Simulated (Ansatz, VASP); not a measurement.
## V: VASP beside Ansatz

Contents of INCAR:

```
ALGO = Normal ; EDIFF = 1E-7
ENCUT = 520 ; GGA = PE
ISIF = 2 ; ISMEAR = -1
ISPIN = 2 ; LASPH = True
LCHARG = False ; LMAXMIX = 4
LORBIT = 11 ; LREAL = False
LWAVE = False ; MAGMOM = 3.5 3.5
NBANDS = 24 ; NELM = 100
PREC = Accurate ; SIGMA = 0.05
```

The input KPOINTS:

```
k-points
0
Gamma
  12 12 6
```

Contents of POSCAR:

```
V
1.0
    2.6042941027      0.0000000000      0.0000000000
   -1.3021470513      2.2553848518      0.0000000000
    0.0000000000      0.0000000000      4.7233360000
V
2
Direct
    0.3333333333      0.6666666667      0.2500000000
    0.6666666667      0.3333333333      0.7500000000
```

The input input.yaml:

```yaml
crystal:
  lattice:
    - [2.6042941027, 0.0, 0.0]
    - [-1.3021470513, 2.2553848518, 0.0]
    - [0.0, 0.0, 4.723336]
  atoms:
    - { symbol: V, position: [0.3333333333, 0.6666666667, 0.25], spin: 2.0 }
    - { symbol: V, position: [0.6666666667, 0.3333333333, 0.75], spin: 2.0 }
hamiltonian:
  xc: pbe
  pseudopotentials: { kind: paw }
magnetization:
  spin_polarized: true
kpoints:
  mp_grid: { grid: [12, 12, 6] }
scf:
  occupations: { method: fermi_dirac, width: 0.05 }
output:
  forces: true
  stress: true
  eigenvalues: true
  write_density: true
  write_potential: true
  elf: true
  volumetric_format: npy
```

This isn't the form of V at room conditions, which is bcc.

Alike in both runs: task single point; functional PBE; k mesh 12 × 12 × 6; occupations fermi-dirac, width 0.05 eV; collinear spin, ferromagnetic start.

```csv
,VASP,Ansatz
version,VASP 6.6.1,Ansatz 0.2.0
potentials or method,"VASP PAW PBE potentials, release 64 (V_sv)",Ansatz PAW
plane-wave cutoff (eV),520,420
valence electrons in the cell,26,26
```

|  | VASP | Ansatz | Ansatz less VASP |
| --- | --- | --- | --- |
| gap on the k mesh at the Fermi level (eV) | none | none | - |
| pressure (GPa) | -0.3 | -0.5 | -0.21 |
| largest component of the traceless stress (GPa) | 0.76 | 0.74 | -0.017 |
| net moment per atom (μB) | 0.00 | 0.00 | 0.000 |

A gap of «none» marks a metal or a gap that the smearing closes. The functional is the same, so the differences come from potentials, cutoffs and numerics.

Caveats: the starting moments weren't kept (Ansatz).
